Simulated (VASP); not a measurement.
# CuI (Marshite) (F-43m) in VASP: further runs

The runs below take CuI (Marshite) through relaxation of the atoms, with PBE+D3(BJ).

Everything below comes from runs of VASP 6.6.1. Logs are shortened: lines on timing, memory, paths and dates and some standing lists are left out, and cuts for length are marked.

### 1 The structure

Symmetry: F-43m, No. 216, cubic system. Conventional cell: a = 5.974 Å, b = 5.974 Å, c = 5.974 Å, α = 90.00°, β = 90.00°, γ = 90.00°. Around Cu (site symmetry -43m) lie 4 I at 2.59 Å. Around I (site symmetry -43m) lie 4 Cu at 2.59 Å.

### 2 Relaxation of the atoms, PBE+D3(BJ) (a relaxed cell with its volume scaled by 0.96)

File INCAR:

```
PREC     = Accurate       # precision mode
ENCUT    = 600            # plane-wave cutoff, eV
EDIFF    = 1E-7           # SCF threshold, eV
ISMEAR   = 0              # smearing method
SIGMA    = 0.03           # smearing width, eV
LREAL    = False          # projectors in reciprocal space
LASPH    = True           # aspherical terms in the spheres
NELM     = 80             # most SCF steps
ALGO     = Normal         # electronic algorithm
ISIF     = 2              # what is computed and relaxed
LWAVE    = False          # write WAVECAR
LCHARG   = False          # write CHGCAR
GGA      = PE             # functional
IVDW     = 12             # dispersion correction
IBRION   = 2              # ionic algorithm
NSW      = 40             # ionic steps
EDIFFG   = -0.01          # ionic threshold
```

File KPOINTS:

```
regular mesh
0
Gamma
  8 8 8
```

File POSCAR:

```
CuI                                     
1.0
    0.0000000000      2.9465839360      2.9465839360
    2.9465839360      0.0000000000      2.9465839360
    2.9465839360      2.9465839360      0.0000000000
  Cu              I             
     1     1
Direct
     0.2500000000000000    0.2500000000000000    0.2500000000000000
     0.0000000000000000    0.0000000000000000    0.0000000000000000
```

Potentials or basis: VASP PAW PBE potentials, release 64 (Cu, I).

On the command line:

```bash
> cat potpaw_PBE.64/Cu/POTCAR potpaw_PBE.64/I/POTCAR > POTCAR
> mpirun -np 1 vasp_std > vasp.out
```

OUTCAR:

```text
PREC = Accurate
   ENCUT = 600
   EDIFF = 1E-7
   ISMEAR = 0
   LREAL = False
   LASPH = True
   NELM = 80
   ISIF = 2
   GGA = PE
   IVDW = 12
   IBRION = 2
   NSW = 40
   EDIFFG = -0.01
 IVDW          = 12

 ion  position               nearest neighbor table
   1  0.250  0.250  0.250-   2 2.55   2 2.55   2 2.55   2 2.55
   2  0.000  0.000  0.000-   1 2.55   1 2.55   1 2.55   1 2.55

  LATTYP: Found a face centered cubic cell.
 ALAT       =     5.8931678720

  Lattice vectors:

 A1 = (   0.0000000000,   2.9465839360,   2.9465839360)
 A2 = (   2.9465839360,   0.0000000000,   2.9465839360)
 A3 = (   2.9465839360,   2.9465839360,   0.0000000000)

Analysis of symmetry for initial positions (statically):
=====================================================================
 Subroutine PRICEL returns:
 Original cell was already a primitive cell.

 Routine SETGRP: Setting up the symmetry group for a
 face centered cubic supercell.

 Subroutine GETGRP returns: Found 24 space group operations
 (whereof 24 operations were pure point group operations)
 out of a pool of 48 trial point group operations.

The static configuration has the point symmetry T_d .

Analysis of symmetry for dynamics (positions and initial velocities):
=====================================================================
 Subroutine PRICEL returns:
 Original cell was already a primitive cell.

 Routine SETGRP: Setting up the symmetry group for a
 face centered cubic supercell.

 Subroutine GETGRP returns: Found 24 space group operations
 (whereof 24 operations were pure point group operations)
 out of a pool of 48 trial point group operations.

The dynamic configuration has the point symmetry T_d .

 Subroutine INISYM returns: Found 24 space group operations
 (whereof 24 operations are pure point group operations),
 and found     1 'primitive' translations

----------------------------------------------------------------------------------------

                                     Primitive cell

  volume of cell :      51.1666

  direct lattice vectors                    reciprocal lattice vectors
     0.000000000  2.946583936  2.946583936    -0.169688022  0.169688022  0.169688022
     2.946583936  0.000000000  2.946583936     0.169688022 -0.169688022  0.169688022
     2.946583936  2.946583936  0.000000000     0.169688022  0.169688022 -0.169688022

  length of vectors
     4.167098965  4.167098965  4.167098965     0.293908276  0.293908276  0.293908276

  position of ions in fractional coordinates (direct lattice)
     0.250000000  0.250000000  0.250000000
     0.000000000  0.000000000  0.000000000

  ion indices of the primitive-cell ions
   primitive index   ion index
                 1           1
                 2           2

----------------------------------------------------------------------------------------

 KPOINTS: regular mesh

Automatic generation of k-mesh.
 Grid dimensions read from file:
 generate k-points for:    8    8    8

 Generating k-lattice:

  Cartesian coordinates                     Fractional coordinates (reciprocal lattice)
    -0.021211003  0.021211003  0.021211003     0.125000000  0.000000000  0.000000000
     0.021211003 -0.021211003  0.021211003     0.000000000  0.125000000  0.000000000
     0.021211003  0.021211003 -0.021211003     0.000000000  0.000000000  0.125000000

  Length of vectors
     0.036738534  0.036738534  0.036738534

  Shift w.r.t. Gamma in fractional coordinates (k-lattice)
     0.000000000  0.000000000  0.000000000

 Subroutine IBZKPT returns following result:
 ===========================================

 Found     29 irreducible k-points:

 Following reciprocal coordinates:
            Coordinates               Weight
  0.000000  0.000000  0.000000      1.000000
  0.125000  0.000000  0.000000      8.000000
  0.250000  0.000000  0.000000      8.000000
  0.375000  0.000000  0.000000      8.000000
  0.500000  0.000000  0.000000      4.000000
  0.125000  0.125000  0.000000      6.000000
[... 16 lines left out ...]
  0.500000  0.250000  0.125000     48.000000
 -0.375000  0.250000  0.125000     24.000000
 [... further k-points ...]
   k-points           NKPTS =     29   k-points in BZ     NKDIM =     29   number of bands    NBANDS=     13
   number of dos      NEDOS =    301   number of ions     NIONS =      2
   total plane-waves  NPLWV =  46656
   dimension x,y,z NGX =    36 NGY =   36 NGZ =   36
   dimension x,y,z NGXF=    72 NGYF=   72 NGZF=   72
   ions per type =               1   1
   NGX,Y,Z   is equivalent  to a cutoff of  14.36, 14.36, 14.36 a.u.
   NGXF,Y,Z  is equivalent  to a cutoff of  28.72, 28.72, 28.72 a.u.
 SYSTEM =  unknown system
   PREC   = accura    normal or accurate (medium, high low for compatibility)
   ISTART =      0    job   : 0-new  1-cont  2-samecut
   ICHARG =      2    charge: 1-file 2-atom 10-const
   ISPIN  =      1    spin polarized calculation?
   LNONCOLLINEAR =      F non collinear calculations
   LSORBIT =      F    spin-orbit coupling
   LASPH  =      T    aspherical Exc in radial PAW
   ENCUT  =  600.0 eV  44.10 Ry    6.64 a.u.   8.32  8.32  8.32*2*pi/ulx,y,z
   NELM   =     80;   NELMIN=  2; NELMDL= -5     # of ELM steps
   EDIFF  = 0.1E-06   stopping-criterion for ELM
   LREAL  =      F    real-space projection
   EDIFFG = -.1E-01   stopping-criterion for IOM
   NSW    =     40    number of steps for IOM
   IBRION =      2    ionic relax: 0-MD 1-quasi-New 2-CG
   NFREE  =      1    steps in history (QN), initial steepest desc. (CG)
   ISIF   =      2    stress and relaxation
   ISYM   =      2    0-nonsym 1-usesym 2-fastsym
   POTIM  = 0.5000    time-step for ionic-motion
   TEBEG  =    0.0;   TEEND  =   0.0 temperature during run
   PSTRESS=    0.0 pullay stress
   NELECT =      18.0000    total number of electrons
   NUPDOWN=      -1.0000    fix difference up-down
   EMIN   =  10.00;   EMAX   =-10.00  energy-range for DOS
   EFERMI =   0.00;   METHOD = LEGACY
   ISMEAR =     0;   SIGMA  =   0.03  broadening in eV -4-tet -1-fermi 0-gaus
   EFERMI_NEDOS =   21; number of points for ismear=-14 and -15
   IALGO  =     38    algorithm
   IMIX   =      4    mixing-type and parameters
     AMIX     =   0.40;   BMIX     =  1.00
     AMIX_MAG =   1.60;   BMIX_MAG =  1.00
  volume/ion in A,a.u.               =      25.58       172.64
  Fermi-wavevector in a.u.,A,eV,Ry     =   1.155678  2.183915 18.171828  1.335592
  Thomas-Fermi vector in A             =   2.292305
   LORBIT       =      0    0 simple, 1 ext, 2 COOP (PROOUT), +10 PAW based schemes
   GGA     = PE    functional components
   LHFCALC =     F    Hartree Fock is set to
   AEXX    =    0.0000 exact exchange contribution
   IVDW    =    12    specifies the selected vdW correction
   LEPSILON=     F    determine dielectric tensor
   LRPA    =     F    only Hartree local field effects (RPA)
 conjugate gradient relaxation of ions
 non-spin polarized calculation
 Gauss-broadening in eV      SIGMA  =   0.03
  energy-cutoff  :      600.00
  volume of cell :       51.17
 maximum number of plane-waves:      1727
 NGX is ok and might be reduce to    36
   NGX = 17   NGY = 17   NGZ = 17

 number of electron      17.9999999 magnetization

 Free energy of the ion-electron system (eV)
  ---------------------------------------------------
  ext. energy  EPLUGINS =         0.00000000
  ---------------------------------------------------
  free energy    TOTEN  =        -5.49478563 eV

  energy without entropy =       -5.49478563  energy(sigma->0) =       -5.49478563

 E-fermi :   5.5293     XC(G=0):  -9.3374

 val. band max:        5.3948283239   @ k =   0.0000   0.0000   0.0000
 cond. band min:       6.7817757276   @ k =   0.0000   0.0000   0.0000
 fundamental gap:      1.3869474037
 Fermi energy:         5.5293071820

 k-point     1 :       0.0000    0.0000    0.0000
  band No.  band energies     occupation
      1      -9.0912      2.00000
      2       1.3473      2.00000
      3       1.3473      2.00000
      4       1.3473      2.00000
      5       3.1641      2.00000
      6       3.1641      2.00000
      7       5.3948      2.00000
      8       5.3948      2.00000
      9       5.3948      2.00000
     10       6.7818      0.00000
     11      10.1685      0.00000
     12      10.1685      0.00000
     13      10.1685      0.00000

 k-point     2 :       0.1250    0.0000    0.0000
  band No.  band energies     occupation
      1      -9.0032      2.00000
      2       1.0501      2.00000
      3       1.3568      2.00000
      4       1.3568      2.00000
      5       3.1565      2.00000
      6       3.1565      2.00000
      7       4.6695      2.00000
      8       5.2526      2.00000
      9       5.2526      2.00000
     10       7.4873      0.00000
     11      10.1460      0.00000
     12      10.4129      0.00000
     13      10.4129      0.00000

 k-point     3 :       0.2500    0.0000    0.0000
  band No.  band energies     occupation
      1      -8.7751      2.00000
      2       0.3162      2.00000
      3       1.3759      2.00000
      4       1.3759      2.00000
      5       3.1523      2.00000
      6       3.1523      2.00000
      7       3.8638      2.00000
      8       4.9443      2.00000
      9       4.9443      2.00000
     10       7.8185      0.00000
     11      10.7775      0.00000
     12      10.7775      0.00000
     13      11.0708      0.00000
[... 305 lines left out ...]
 k-point    23 :       0.5000    0.2500    0.1250
  band No.  band energies     occupation
      1      -8.3837      2.00000
      2      -0.2688      2.00000
      3       0.8973      2.00000
      4       1.3641      2.00000
      5       3.1083      2.00000
      6       3.1807      2.00000
      7       3.4079      2.00000
      8       3.8383      2.00000
      9       4.3338      2.00000
     10       9.0971      0.00000
     11      10.0519      0.00000
     12      11.0134      0.00000
     13      12.5449      0.00000

 k-point    24 :      -0.3750    0.2500    0.1250
  band No.  band energies     occupation
      1      -8.2890      2.00000
      2      -0.4339      2.00000
      3       0.7907      2.00000
      4       1.3538      2.00000
      5       3.0875      2.00000
      6       3.1756      2.00000
      7       3.3086      2.00000
      8       3.8210      2.00000
      9       4.1753      2.00000
     10       9.0717      0.00000
     11       9.9614      0.00000
     12      11.7397      0.00000
     13      13.0103      0.00000

 [... further k-points ...]

------------------------ aborting loop because EDIFF is reached ----------------------------------------

 Edisp (eV)   -0.75302

 E8    (eV) :    -0.3313

  FORCE on cell =-STRESS in cart. coord.  units (eV):
  Direction    XX          YY          ZZ          XY          YZ          ZX
  --------------------------------------------------------------------------------------
  -------------------------------------------------------------------------------------
  Total       0.66151     0.66151     0.66151     0.00000     0.00000    -0.00000
  in kB      20.71373    20.71373    20.71373     0.00000     0.00000    -0.00000
  external pressure =       20.71 kB  Pullay stress =        0.00 kB

 VOLUME and BASIS-vectors are now :
 -----------------------------------------------------------------------------
  energy-cutoff  :      600.00
  volume of cell :       51.17
      direct lattice vectors                 reciprocal lattice vectors
     0.000000000  2.946583936  2.946583936    -0.169688022  0.169688022  0.169688022
     2.946583936  0.000000000  2.946583936     0.169688022 -0.169688022  0.169688022
     2.946583936  2.946583936  0.000000000     0.169688022  0.169688022 -0.169688022

 POSITION                                       TOTAL-FORCE (eV/Angst)
 -----------------------------------------------------------------------------------
      1.47329      1.47329      1.47329        -0.000000      0.000000     -0.000000
      0.00000      0.00000      0.00000         0.000000     -0.000000      0.000000
 -----------------------------------------------------------------------------------
    total drift:                                0.000000      0.000000      0.000000

  FREE ENERGIE OF THE ION-ELECTRON SYSTEM (eV)
  ---------------------------------------------------
  free  energy   TOTEN  =        -6.2478037975 eV

  energy  without entropy=       -6.2478037975  energy(sigma->0) =       -6.24780380

 reached required accuracy - stopping structural energy minimisation
```

Run time: 14 s. Hardware: 1 thread of Intel Xeon 6975P-C (Granite Rapids), shared host; peak memory 0.22 GiB.

What came out:

```yaml
Free_energy: -6.2478 eV
Pressure_after_relaxing: 2.1 GPa
Band_gap_on_the_k_mesh: 1.39 eV, direct
Dispersion_energy_per_atom: -0.377 eV
```

Final structure:
```yaml
crystal:
  lattice:
    - [0.00000, 2.94658, 2.94658]
    - [2.94658, 0.00000, 2.94658]
    - [2.94658, 2.94658, 0.00000]
  atoms:
    - { symbol: Cu, position: [0.25000, 0.25000, 0.25000] }
    - { symbol: I, position: [0.00000, 0.00000, 0.00000] }
```

Caveat: the relaxation stopped at its first step, so nothing moved; spin-orbit coupling is left out, which moves the levels of the heavy elements.

### 3 Relaxation of the atoms, PBE+D3(BJ) (a relaxed cell with its volume scaled by 0.98)

INCAR is that of step 2.

KPOINTS is that of step 2.

File POSCAR:

```
CuI                                     
1.0
    0.0000000000      2.9669058467      2.9669058467
    2.9669058467      0.0000000000      2.9669058467
    2.9669058467      2.9669058467      0.0000000000
  Cu              I             
     1     1
Direct
     0.2500000000000000    0.2500000000000000    0.2500000000000000
     0.0000000000000000    0.0000000000000000    0.0000000000000000
```

Potentials or basis: VASP PAW PBE potentials, release 64 (Cu, I).

On the command line:

```bash
> cat potpaw_PBE.64/Cu/POTCAR potpaw_PBE.64/I/POTCAR > POTCAR
> mpirun -np 1 vasp_std > vasp.out
```

Wall time 14 s (1 thread of Intel Xeon 6975P-C (Granite Rapids), shared host); peak memory 0.22 GiB.

Results (log left out):

```
Free energy                : -6.2579 eV
Pressure after relaxing    : 1.0 GPa
Band gap on the k mesh     : 1.32 eV, direct
Dispersion energy per atom : -0.368 eV
```

Final structure:
```cif
data_structure
_symmetry_space_group_name_H-M 'P 1'
_symmetry_Int_Tables_number 1
_cell_length_a 4.1958
_cell_length_b 4.1958
_cell_length_c 4.1958
_cell_angle_alpha 60.000
_cell_angle_beta 60.000
_cell_angle_gamma 60.000
_cell_volume 52.23
loop_
_atom_site_label
_atom_site_type_symbol
_atom_site_fract_x
_atom_site_fract_y
_atom_site_fract_z
_atom_site_occupancy
Cu1 Cu 0.25000 0.25000 0.25000 1
I1 I 0.00000 0.00000 0.00000 1
```

Levels at points of the mesh, in eV from the valence-band top:
```csv
k point,band 6,band 7,band 8,band 9,band 10,band 11,band 12,band 13
"(0.00, 0.00, 0.00)",-2.13,0.00,0.00,0.00,1.32,4.80,4.80,4.80
"(0.50, 0.00, 0.00)",-2.10,-2.05,-0.82,-0.82,2.21,5.36,5.36,7.49
"(0.50, 0.50, 0.00)",-2.06,-2.04,-1.73,-1.73,2.58,2.87,9.65,10.10
```

Caveat: the relaxation stopped at its first step, so nothing moved; spin-orbit coupling is left out, which moves the levels of the heavy elements.

(Continued in part 2 of 2.)
